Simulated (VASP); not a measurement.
A run of VASP 6.6.1 is set up as follows.

INCAR

```
PREC = Accurate
ENCUT = 520
EDIFF = 1E-7
ISMEAR = 0
SIGMA = 0.1
LREAL = False
LASPH = True
NELM = 100
ALGO = Normal
ISIF = 2
LWAVE = False
LCHARG = False
GGA = PE
NBANDS = 16
```

KPOINTS

```
Automatic mesh
0
Gamma
  6 6 6
```

The input POSCAR:

```
AgI
1.0
    0.0000000000      3.2365000000      3.2365000000
    3.2365000000      0.0000000000      3.2365000000
    3.2365000000      3.2365000000      0.0000000000
Ag I
1 1
Direct
    0.0000000000      0.0000000000      0.0000000000
    0.7500000000      0.7500000000      0.7500000000
```

Potentials or basis: VASP PAW PBE potentials, release 64 (Ag, I).

Launch:

```sh
$ cat potpaw_PBE.64/Ag/POTCAR potpaw_PBE.64/I/POTCAR > POTCAR
$ mpirun -np 1 vasp_std > vasp.out
```

(1) What does it give for the band gap on the k mesh?

(2) Estimate the pressure.

## Answers

(1) 1.34 eV, direct.

(2) 2.2 GPa.

Caveat: spin-orbit coupling is left out, which moves the levels of the heavy elements.
